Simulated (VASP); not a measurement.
# MoSe2 (P6_3/mmc) in VASP: further runs

One crystal, MoSe2, is run at these levels: LDA, PBE+D3(BJ), PBE; tasks: relaxation of shape and atoms at fixed volume, relaxation of cell and atoms.

Program: VASP 6.6.1. These are calculated values, not measurements. Logs are shortened: lines on timing, memory, paths and dates and some standing lists are left out, and cuts for length are marked.

### Step 1. The crystal as given

It takes space group P6_3/mmc (No. 194, hexagonal). The conventional cell has a = 3.288 Å, b = 3.288 Å, c = 12.900 Å, α = 90.00°, β = 90.00°, γ = 120.00°. Mo (site symmetry -6m2) is surrounded by 6 Se at 2.49 Å. Se (site symmetry 3m) has 3 Mo at 2.49 Å as nearest neighbours.

### Step 2. Relaxation of shape and atoms at fixed volume, LDA (a relaxed cell with its volume scaled by 1.06)

Input file INCAR:

```
SYSTEM = MoSe2
PREC = Accurate ; ENCUT = 600
EDIFF = 1E-7 ; ISMEAR = 0
SIGMA = 0.03 ; LREAL = .False.
LASPH = .True. ; NELM = 80
ALGO = Normal ; ISIF = 4
LWAVE = .False. ; LCHARG = .False.
IBRION = 2 ; NSW = 40
EDIFFG = -0.01 ; KPAR = 2
```

Input file KPOINTS:

```
Automatic mesh
0
Gamma
  9 9 2
  0 0 0
```

Input file POSCAR:

```
MoSe2                                   
1.0
    3.3155841810      0.0000000000      0.0000000000
   -1.6577920905      2.8713801291      0.0000000000
    0.0000000000      0.0000000000     12.9886177731
  Mo              Se            
     2     4
Direct
     0.3333333332999970    0.6666666667000030    0.2500000000000000
     0.6666666667000030    0.3333333332999970    0.7500000000000000
     0.3333333332999970    0.6666666667000030    0.6196545790875803
     0.6666666667000030    0.3333333332999970    0.1196545790875803
     0.3333333332999970    0.6666666667000030    0.8803454209124197
     0.6666666667000030    0.3333333332999970    0.3803454209124197
```

Potentials or basis: VASP PAW LDA potentials, release 64 (Mo_sv, Se).

On the command line:

```bash
> cat potpaw_LDA.64/Mo_sv/POTCAR potpaw_LDA.64/Se/POTCAR > POTCAR
> mpirun -np 2 vasp_std > vasp.out
```

OUTCAR:

```text
SYSTEM = MoSe2
   PREC = Accurate
   ENCUT = 600
   EDIFF = 1E-7
   ISMEAR = 0
   LREAL = .False.
   LASPH = .True.
   NELM = 80
   ISIF = 4
   IBRION = 2
   NSW = 40
   EDIFFG = -0.01

 ion  position               nearest neighbor table
   1  0.333  0.667  0.250-   4 2.56   6 2.56   4 2.56   6 2.56   4 2.56   6 2.56
   2  0.667  0.333  0.750-   3 2.56   5 2.56   3 2.56   5 2.56   3 2.56   5 2.56
   3  0.333  0.667  0.620-   2 2.56   2 2.56   2 2.56
   4  0.667  0.333  0.120-   1 2.56   1 2.56   1 2.56
   5  0.333  0.667  0.880-   2 2.56   2 2.56   2 2.56
   6  0.667  0.333  0.380-   1 2.56   1 2.56   1 2.56

  LATTYP: Found a hexagonal cell.
 ALAT       =     3.3155841810
 C/A-ratio  =     3.9174447289

  Lattice vectors:

 A1 = (   3.3155841810,   0.0000000000,   0.0000000000)
 A2 = (  -1.6577920905,   2.8713801291,   0.0000000000)
 A3 = (   0.0000000000,   0.0000000000,  12.9886177731)

Analysis of symmetry for initial positions (statically):
=====================================================================
 Subroutine PRICEL returns:
 Original cell was already a primitive cell.

 Routine SETGRP: Setting up the symmetry group for a
 hexagonal supercell.

 Subroutine GETGRP returns: Found 24 space group operations
 (whereof 12 operations were pure point group operations)
 out of a pool of 24 trial point group operations.

The static configuration has the point symmetry D_3d.
 The point group associated with its full space group is D_6h.

Analysis of symmetry for dynamics (positions and initial velocities):
=====================================================================
 Subroutine PRICEL returns:
 Original cell was already a primitive cell.

 Routine SETGRP: Setting up the symmetry group for a
 hexagonal supercell.

 Subroutine GETGRP returns: Found 24 space group operations
 (whereof 12 operations were pure point group operations)
 out of a pool of 24 trial point group operations.

The dynamic configuration has the point symmetry D_3d.
 The point group associated with its full space group is D_6h.

 Subroutine INISYM returns: Found 24 space group operations
 (whereof 12 operations are pure point group operations),
 and found     1 'primitive' translations

----------------------------------------------------------------------------------------

                                     Primitive cell

  volume of cell :     123.6556

  direct lattice vectors                    reciprocal lattice vectors
     3.315584181  0.000000000  0.000000000     0.301605975  0.174132291  0.000000000
    -1.657792091  2.871380129  0.000000000     0.000000000  0.348264582  0.000000000
     0.000000000  0.000000000 12.988617773     0.000000000  0.000000000  0.076990486

  length of vectors
     3.315584181  3.315584181 12.988617773     0.348264582  0.348264582  0.076990486

  position of ions in fractional coordinates (direct lattice)
     0.333333333  0.666666667  0.250000000
     0.666666667  0.333333333  0.750000000
     0.333333333  0.666666667  0.619654579
     0.666666667  0.333333333  0.119654579
     0.333333333  0.666666667  0.880345421
     0.666666667  0.333333333  0.380345421

  ion indices of the primitive-cell ions
   primitive index   ion index
                 1           1
                 2           2
                 3           3
                 4           4
                 5           5
                 6           6

----------------------------------------------------------------------------------------

 KPOINTS: Automatic mesh

Automatic generation of k-mesh.
 Grid dimensions read from file:
 generate k-points for:    9    9    2

 Generating k-lattice:

  Cartesian coordinates                     Fractional coordinates (reciprocal lattice)
     0.033511775  0.019348032  0.000000000     0.111111111  0.000000000  0.000000000
     0.000000000  0.038696065  0.000000000     0.000000000  0.111111111  0.000000000
     0.000000000  0.000000000  0.038495243     0.000000000  0.000000000  0.500000000

  Length of vectors
     0.038696065  0.038696065  0.038495243

  Shift w.r.t. Gamma in fractional coordinates (k-lattice)
     0.000000000  0.000000000  0.000000000

 Subroutine IBZKPT returns following result:
 ===========================================

 Found     24 irreducible k-points:

 Following reciprocal coordinates:
            Coordinates               Weight
  0.000000  0.000000  0.000000      1.000000
  0.111111  0.000000  0.000000      6.000000
  0.222222  0.000000  0.000000      6.000000
  0.333333  0.000000  0.000000      6.000000
  0.444444  0.000000  0.000000      6.000000
  0.111111  0.111111  0.000000      6.000000
[... 16 lines left out ...]
  0.333333  0.222222  0.500000     12.000000
  0.333333  0.333333  0.500000      2.000000
   k-points           NKPTS =     24   k-points in BZ     NKDIM =     24   number of bands    NBANDS=     31
   number of dos      NEDOS =    301   number of ions     NIONS =      6
   total plane-waves  NPLWV =  84672
   dimension x,y,z NGX =    28 NGY =   28 NGZ =  108
   dimension x,y,z NGXF=    56 NGYF=   56 NGZF=  216
   ions per type =               2   4
   NGX,Y,Z   is equivalent  to a cutoff of  14.04, 14.04, 13.82 a.u.
   NGXF,Y,Z  is equivalent  to a cutoff of  28.08, 28.08, 27.65 a.u.
 SYSTEM =  MoSe2
   PREC   = accura    normal or accurate (medium, high low for compatibility)
   ISTART =      0    job   : 0-new  1-cont  2-samecut
   ICHARG =      2    charge: 1-file 2-atom 10-const
   ISPIN  =      1    spin polarized calculation?
   LNONCOLLINEAR =      F non collinear calculations
   LSORBIT =      F    spin-orbit coupling
   LASPH  =      T    aspherical Exc in radial PAW
   ENCUT  =  600.0 eV  44.10 Ry    6.64 a.u.   6.62  6.62 25.94*2*pi/ulx,y,z
   NELM   =     80;   NELMIN=  2; NELMDL= -5     # of ELM steps
   EDIFF  = 0.1E-06   stopping-criterion for ELM
   LREAL  =      F    real-space projection
   EDIFFG = -.1E-01   stopping-criterion for IOM
   NSW    =     40    number of steps for IOM
   IBRION =      2    ionic relax: 0-MD 1-quasi-New 2-CG
   NFREE  =      1    steps in history (QN), initial steepest desc. (CG)
   ISIF   =      4    stress and relaxation
   ISYM   =      2    0-nonsym 1-usesym 2-fastsym
   POTIM  = 0.5000    time-step for ionic-motion
   TEBEG  =    0.0;   TEEND  =   0.0 temperature during run
   PSTRESS=    0.0 pullay stress
   NELECT =      52.0000    total number of electrons
   NUPDOWN=      -1.0000    fix difference up-down
   EMIN   =  10.00;   EMAX   =-10.00  energy-range for DOS
   EFERMI =   0.00;   METHOD = LEGACY
   ISMEAR =     0;   SIGMA  =   0.03  broadening in eV -4-tet -1-fermi 0-gaus
   EFERMI_NEDOS =   21; number of points for ismear=-14 and -15
   IALGO  =     38    algorithm
   IMIX   =      4    mixing-type and parameters
     AMIX     =   0.40;   BMIX     =  1.00
     AMIX_MAG =   1.60;   BMIX_MAG =  1.00
  volume/ion in A,a.u.               =      20.61       139.08
  Fermi-wavevector in a.u.,A,eV,Ry     =   1.226511  2.317769 20.467636  1.504329
  Thomas-Fermi vector in A             =   2.361509
   LORBIT       =      0    0 simple, 1 ext, 2 COOP (PROOUT), +10 PAW based schemes
   GGA     = CA    functional components
   LHFCALC =     F    Hartree Fock is set to
   AEXX    =    0.0000 exact exchange contribution
   IVDW    =     0    specifies the selected vdW correction
   LEPSILON=     F    determine dielectric tensor
   LRPA    =     F    only Hartree local field effects (RPA)
 conjugate gradient relaxation of ions
 non-spin polarized calculation
 Gauss-broadening in eV      SIGMA  =   0.03
  energy-cutoff  :      600.00
  volume of cell :      123.66
 maximum number of plane-waves:      4192
 NGX is ok and might be reduce to    28
   NGX = 13   NGY = 13   NGZ = 51

--------------------------------------- Ionic step        1  -------------------------------------------

 number of electron      51.9999998 magnetization

 Free energy of the ion-electron system (eV)
  ---------------------------------------------------
  ext. energy  EPLUGINS =         0.00000000
  ---------------------------------------------------
  free energy    TOTEN  =       -45.10414022 eV

  energy without entropy =      -45.10414022  energy(sigma->0) =      -45.10414022

------------------------ aborting loop because EDIFF is reached ----------------------------------------

  FORCE on cell =-STRESS in cart. coord.  units (eV):
  Direction    XX          YY          ZZ          XY          YZ          ZX
  --------------------------------------------------------------------------------------
  -------------------------------------------------------------------------------------
  Total       -5.2647665     -5.2647665     -6.2972709      0.0000000      0.0000000     -0.0000000
  in kB      -68.2143912    -68.2143912    -81.5923179      0.0000000      0.0000000     -0.0000000
  external PRESSURE =     -72.6737001 kB  Pullay stress =       0.0000000 kB
[... 265 lines left out ...]
  energy  without entropy=      -45.2318284409  energy(sigma->0) =      -45.23182844

--------------------------------------- Ionic step        8  -------------------------------------------

 number of electron      52.0000000 magnetization

 Free energy of the ion-electron system (eV)
  ---------------------------------------------------
  ext. energy  EPLUGINS =         0.00000000
  ---------------------------------------------------
  free energy    TOTEN  =       -45.23197662 eV

  energy without entropy =      -45.23197662  energy(sigma->0) =      -45.23197662

 E-fermi :   6.2409     XC(G=0): -10.7771

 val. band max:        6.0401764689   @ k =   0.0000   0.0000   0.0000
 cond. band min:       7.1000816477   @ k =   0.2222   0.1111   0.0000
 fundamental gap:      1.0599051787
 Fermi energy:         6.2409312412

 k-point     1 :       0.0000    0.0000    0.0000
  band No.  band energies     occupation
      1     -54.6466      2.00000
      2     -54.6466      2.00000
      3     -29.0270      2.00000
      4     -29.0270      2.00000
      5     -28.8051      2.00000
      6     -28.8051      2.00000
[... 838 lines left out ...]
  FREE ENERGIE OF THE ION-ELECTRON SYSTEM (eV)
  ---------------------------------------------------
  free  energy   TOTEN  =       -45.2319766219 eV

  energy  without entropy=      -45.2319766219  energy(sigma->0) =      -45.23197662

 reached required accuracy - stopping structural energy minimisation
```

Wall time 2.3 min (2 MPI ranks of AMD EPYC 9R45 (Zen 5), shared host); peak memory 0.26 GiB.

What came out:

* Free energy: -45.2320 eV
* Energy gained by relaxing: 21.3 meV/atom
* Ionic steps: 8
* Pressure after relaxing: -1.5 GPa
* Band gap on the k mesh: 1.06 eV, indirect (least direct gap 1.50 eV)

Step by step:
| step | energy change (eV) | largest force (eV/Å) | pressure (GPa) |
| --- | --- | --- | --- |
| 1 | 0.0000 | 0.8411 | -7.27 |
| 2 | -0.0741 | 0.1132 | -4.16 |
| 3 | -0.0741 | 0.0921 | -4.07 |
| 4 | -0.1073 | 0.0408 | -3.06 |
| 5 | -0.1274 | 0.0510 | -1.15 |
| 6 | -0.1276 | 0.0444 | -1.30 |
| 7 | -0.1277 | 0.0340 | -1.64 |
| 8 | -0.1278 | 0.0007 | -1.49 |

Final structure:
```cif
data_structure
_symmetry_space_group_name_H-M 'P 1'
_symmetry_Int_Tables_number 1
_cell_length_a 3.2681
_cell_length_b 3.2681
_cell_length_c 13.3688
_cell_angle_alpha 90.000
_cell_angle_beta 90.000
_cell_angle_gamma 120.000
_cell_volume 123.66
loop_
_atom_site_label
_atom_site_type_symbol
_atom_site_fract_x
_atom_site_fract_y
_atom_site_fract_z
_atom_site_occupancy
Mo1 Mo 0.33333 0.66667 0.25000 1
Mo2 Mo 0.66667 0.33333 0.75000 1
Se1 Se 0.33333 0.66667 0.62601 1
Se2 Se 0.66667 0.33333 0.12601 1
Se3 Se 0.33333 0.66667 0.87399 1
Se4 Se 0.66667 0.33333 0.37399 1
```

Caveat: an odd mesh through Γ misses points on the zone boundary, where band edges often lie.

### Step 3. Relaxation of cell and atoms, PBE+D3(BJ)

Input file INCAR:

```
SYSTEM = MoSe2
PREC     = Accurate       ! precision mode
ENCUT    = 600            ! plane-wave cutoff, eV
EDIFF    = 1E-6           ! SCF threshold, eV
ISMEAR   = 0              ! smearing method
SIGMA    = 0.03           ! smearing width, eV
LREAL    = .FALSE.        ! projectors in reciprocal space
LASPH    = .TRUE.         ! aspherical terms in the spheres
NELM     = 80             ! most SCF steps
ALGO     = Normal         ! electronic algorithm
ISIF     = 3              ! what is computed and relaxed
LWAVE    = .FALSE.        ! write WAVECAR
LCHARG   = .FALSE.        ! write CHGCAR
GGA      = PE             ! functional
IVDW     = 12             ! dispersion correction
IBRION   = 2              ! ionic algorithm
NSW      = 90             ! ionic steps
EDIFFG   = -0.01          ! ionic threshold
KPAR     = 4
```

Input file KPOINTS:

```
Automatic mesh
0
G
  9 9 2
  0 0 0
```

Input file POSCAR:

```
MoSe2
1.0
    3.2880000000      0.0000000000      0.0000000000
   -1.6440000000      2.8474915276      0.0000000000
    0.0000000000      0.0000000000     12.9000000000
Mo Se
2 4
Direct
    0.3333333333      0.6666666667      0.2500000000
    0.6666666667      0.3333333333      0.7500000000
    0.3333333333      0.6666666667      0.6250000000
    0.6666666667      0.3333333333      0.1250000000
    0.3333333333      0.6666666667      0.8750000000
    0.6666666667      0.3333333333      0.3750000000
```

Potentials or basis: VASP PAW PBE potentials, release 64 (Mo_sv, Se).

On the command line:

```bash
> cat potpaw_PBE.64/Mo_sv/POTCAR potpaw_PBE.64/Se/POTCAR > POTCAR
> mpirun -np 4 vasp_std > vasp.out
```

Run time: 4.5 min. Hardware: 4 MPI ranks of Intel Xeon 6975P-C (Granite Rapids), shared host; peak memory 0.35 GiB.

Results (log left out):

- Free energy: -42.6852 eV
- Relaxed volume: 19.74 Å³/atom
- Relaxed cell: a = 3.279 Å, b = 3.279 Å, c = 12.725 Å, α = 90.00°, β = 90.00°, γ = 120.00°
- Space group after relaxing (to 0.05 Å): P6_3/mmc (No. 194)
- Energy gained by relaxing: 24.1 meV/atom
- Ionic steps: 14
- Pressure after relaxing: 0.0 GPa
- Band gap on the k mesh: 0.84 eV, indirect (least direct gap 1.46 eV)
- Dispersion energy per atom: -0.479 eV

The path:
```csv
step,energy change (eV),largest force (eV/Å),pressure (GPa),volume (Å³)
1,0.0000,1.1441,4.52,120.78
2,0.2308,1.2853,-9.26,130.92
3,-0.1073,0.1481,-1.23,124.27
4,-0.1075,0.1809,-1.04,124.14
5,-0.1225,0.1168,-0.28,122.48
6,-0.1232,0.0997,-0.06,122.02
7,-0.1275,0.0908,-0.06,121.61
8,-0.1379,0.0632,-0.04,120.35
9,-0.1435,0.0013,0.20,117.83
10,-0.1443,0.0241,0.12,118.56
11,-0.1444,0.0212,0.12,118.46
12,-0.1443,0.0191,0.13,118.39
13,-0.1425,0.1161,-0.76,118.94
14,-0.1444,0.0004,0.01,118.46
```

Final structure:
```
Mo Se
1.0
     3.27866    0.00000    0.00000
    -1.63933    2.83941    0.00000
     0.00000    0.00000   12.72501
Mo Se
2 4
Direct
  0.33333 0.66667 0.25000
  0.66667 0.33333 0.75000
  0.33333 0.66667 0.61833
  0.66667 0.33333 0.11833
  0.33333 0.66667 0.88167
  0.66667 0.33333 0.38167
```

Levels at points of the mesh, in eV from the valence-band top:
```
           k point  band 22  band 23  band 24  band 25  band 26  band 27  band 28  band 29  band 30  band 31
(0.00, 0.00, 0.00)    -1.48    -1.48    -1.19    -0.67     0.00     2.46     2.46     2.54     2.54     2.60
(0.00, 0.00, 0.50)    -1.51    -1.51    -1.51    -0.16    -0.16     2.47     2.47     2.47     2.47     2.75
```

Caveat: an odd mesh through Γ misses points on the zone boundary, where band edges often lie.

### Step 4. Relaxation of cell and atoms, PBE+D3(BJ)

This run uses another cell than the first one, of 19.74 Å³/atom, 0.981 times its volume.

INCAR, as its differences from that of step 3:

```diff
@@ -3,3 +3,3 @@
 ENCUT    = 600            ! plane-wave cutoff, eV
-EDIFF    = 1E-6           ! SCF threshold, eV
+EDIFF    = 1E-7           ! SCF threshold, eV
 ISMEAR   = 0              ! smearing method
@@ -17,3 +17,3 @@
 NSW      = 90             ! ionic steps
-EDIFFG   = -0.01          ! ionic threshold
+EDIFFG   = -0.005         ! ionic threshold
 KPAR     = 4
```

KPOINTS is that of step 3.

Input file POSCAR:

```
MoSe2                                   
1.0
    3.2786626285     -0.0000000000     -0.0000000000
   -1.6393313142      2.8394051267      0.0000000000
   -0.0000000000     -0.0000000000     12.7250115930
  Mo              Se            
     2     4
Direct
     0.3333333332999970    0.6666666667000030    0.2500000000000000
     0.6666666667000030    0.3333333332999970    0.7500000000000000
     0.3333333332999970    0.6666666667000030    0.6183309793776686
     0.6666666667000030    0.3333333332999970    0.1183309793776689
     0.3333333332999970    0.6666666667000030    0.8816690206223313
     0.6666666667000030    0.3333333332999970    0.3816690206223311
```

On the command line:

```bash
> cat potpaw_PBE.64/Mo_sv/POTCAR potpaw_PBE.64/Se/POTCAR > POTCAR
> mpirun -np 4 vasp_std > vasp.out
```

Run time: 30 s. Hardware: 4 MPI ranks of Intel Xeon 6975P-C (Granite Rapids), shared host; peak memory 0.32 GiB.

The run converged. Its results:

| Property | Result |
| --- | --- |
| Free energy | -42.6844 eV |
| Pressure after relaxing | 0.0 GPa |
| Band gap on the k mesh | 0.84 eV, indirect (least direct gap 1.46 eV) |
| Dispersion energy per atom | -0.479 eV |

Final structure:
```xyz
6
Lattice="3.2787 0.0000 0.0000 -1.6393 2.8394 0.0000 0.0000 0.0000 12.7250" Properties=species:S:1:pos:R:3 pbc="T T T"
Mo    0.0000    1.8929    3.1813
Mo    1.6393    0.9465    9.5438
Se    0.0000    1.8929    7.8683
Se    1.6393    0.9465    1.5058
Se    0.0000    1.8929   11.2192
Se    1.6393    0.9465    4.8567
```

Levels at points of the mesh, in eV from the valence-band top:
| k point | band 22 | band 23 | band 24 | band 25 | band 26 | band 27 | band 28 | band 29 | band 30 | band 31 |
| --- | --- | --- | --- | --- | --- | --- | --- | --- | --- | --- |
| (0.00, 0.00, 0.00) | -1.48 | -1.48 | -1.19 | -0.67 | 0.00 | 2.46 | 2.47 | 2.54 | 2.56 | 2.60 |
| (0.00, 0.00, 0.50) | -1.51 | -1.51 | -1.51 | -0.16 | -0.16 | 2.47 | 2.47 | 2.47 | 2.47 | 2.75 |

Caveat: the relaxation stopped at its first step, so nothing moved; an odd mesh through Γ misses points on the zone boundary, where band edges often lie.

(Continued in part 2 of 3.)
